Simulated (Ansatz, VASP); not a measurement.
Two plane-wave programs on C

```
CELL_PARAMETERS angstrom
2.48363 0.00000 0.00000
-1.24182 2.15089 0.00000
0.00000 0.00000 4.19792
ATOMIC_POSITIONS crystal
C 0.33333 0.66667 0.99978
C 0.66667 0.33333 0.49978
C 0.33333 0.66667 0.37422
C 0.66667 0.33333 0.87422
```

Change from the starting cell: strained cell.

Alike in both runs: functional LDA; k mesh 9 × 9 × 6; occupations gaussian, width 0.02 eV; no spin polarisation.

Ansatz relaxed the structure, and its values are those at the end. VASP's run is a single point on that final structure, the one shown.

|  | VASP | Ansatz |
| --- | --- | --- |
| version | VASP 6.6.1 | Ansatz 0.2.0 |
| potentials or method | VASP PAW LDA potentials, release 64 (C) | scalar-relativistic, plane waves, PAW |
| plane-wave cutoff (eV) | 520 | 420 |
| valence electrons in the cell | 16 | 16 |

VASP gave:

- gap on the k mesh at the Fermi level (eV): 3.05
- least direct gap on the mesh (eV): 4.91
- pressure (GPa): -5.3
- rms of the force components (eV/Å): 0.006

**Question.** What did Ansatz give for the same quantities?

**Answer.** gap on the k mesh at the Fermi level (eV): 3.08; least direct gap on the mesh (eV): 4.90; pressure (GPa): -6.9; rms of the force components (eV/Å): 0.000.

Ansatz warned: «pseudo_functional_mismatch».

Caveats: an odd mesh through Γ misses points on the zone boundary, where band edges often lie.
